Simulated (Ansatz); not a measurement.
**Se: pressure up to the limit of the methods**

The task here is to estimate one member of a computed series from the others.

Program: Ansatz 0.2.0. Level of theory: DFT, PBE, PAW with Ansatz's default frozen-core files, scalar-relativistic. These are calculated values, not measurements.

1 further run of the same task is left out (it didn't finish).

### The system as given

Symmetry: Fd-3m, No. 227, cubic system. Conventional cell: a = 5.944 Å, b = 5.944 Å, c = 5.944 Å, α = 90.00°, β = 90.00°, γ = 90.00°. Around Se (site symmetry -43m) lie 4 Se at 2.57 Å.

As a file:

```
CELL_PARAMETERS angstrom
0.00000 2.97196 2.97196
2.97196 0.00000 2.97196
2.97196 2.97196 0.00000
ATOMIC_POSITIONS crystal
Se 0.87500 0.87500 0.87500
Se 0.12500 0.12500 0.12500
```

Whether this phase is the stable one at these pressures isn't tested.

Atoms are numbered in the order of the input: Se1, Se2.

Set-up of the first run:

input.yaml reads:

```yaml
crystal:
  lattice:
    - [0.0, 2.9719609764, 2.9719609764]
    - [2.9719609764, 0.0, 2.9719609764]
    - [2.9719609764, 2.9719609764, 0.0]
  atoms:
    - { symbol: Se, position: [-0.125, -0.125, -0.125] }
    - { symbol: Se, position: [0.125, 0.125, 0.125] }
kpoints:
  mp_grid: { grid: [11, 11, 11] }
scf:
  occupations: { method: fermi_dirac, width: 0.1 }
hamiltonian:
  xc: pbe
  pseudopotentials: { kind: paw }
output:
  forces: true
  stress: true
relax:
  f_tol: 0.005
  max_steps: 40
  cell: {}
```

Command:

```
$ ansatz run input.yaml --threads 1 --pin off --max-ram 2048MiB --backend cpu --events-out ev --progress --plain --runs-dir out
```

Among the steps run: Cell relaxed at zero pressure, PAW; Volume scaled by 1, PAW; Volume scaled by 0.9, PAW; Volume scaled by 0.8, PAW; Volume scaled by 0.7, PAW; Volume scaled by 0.6, PAW; Volume scaled by 0.5, PAW; Volume scaled by 0.4, PAW; Volume scaled by 0.4, PAW (cutoff 250 eV).

One of the session's tables, all rows but one given; the rest of the session is left out.

| method | volume over the first | volume (Å³/atom) | pressure (GPa) |
| --- | --- | --- | --- |
| PAW | 1 | 31.725 | 0.03 |
| PAW | 0.9 | 28.553 | 5.09 |
| PAW | 0.8 | 25.380 | 13.60 |
| PAW | 0.7 | ? | ? |
| PAW | 0.6 | 19.035 | 54.12 |
| PAW | 0.5 | 15.863 | 104.08 |
| PAW | 0.4 | 12.690 | 212.32 |
| PAW (cutoff 250 eV) | 0.4 | 12.690 | 222.77 |

Estimate the missing values for PAW, 0.7.

As computed: volume (Å³/atom): 22.208; pressure (GPa): 28.27. In the column «volume (Å³/atom)» it lies between PAW, 0.6 (19.035) and PAW, 0.8 (25.380).

Caveats from the session: Warnings in the runs' records: cutoff below recommended.
